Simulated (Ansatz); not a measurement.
## All-electron card of Be

```yaml
crystal:
  lattice:
    - [-1.25312, 1.25312, 1.25312]
    - [1.25312, -1.25312, 1.25312]
    - [1.25312, 1.25312, -1.25312]
  atoms:
    - { symbol: Be, position: [0.00000, 0.00000, 0.00000] }
```

The conventional cell has a = 2.506 Å, b = 2.506 Å, c = 2.506 Å, α = 90.00°, β = 90.00°, γ = 90.00°. Around Be (atom 1) lie 8 Be at 2.17 Å.

Structure from Materials Project entry mp-20 (possibly hypothetical), not relaxed further.

All numbers below come from DFT, PBE, all-electron LAPW, scalar-relativistic in Ansatz 0.2.0.

Settings: a Γ-centred 23×23×23 k mesh, Fermi–Dirac smearing of 0.03 eV, basis error target 0.25 meV/atom, no spin polarisation.

```json
{"Band gap": "none: bands cross the Fermi level, a metal", "Volume per atom": "7.87 Å³"}
```

**Question.** Pressure at this cell: what does the calculation give?

**Answer.** -9.0 kbar.

**Question.** Predict this quantity. Density of states at the Fermi level (0.2 eV bin).

**Answer.** 0.11 states/eV per cell.
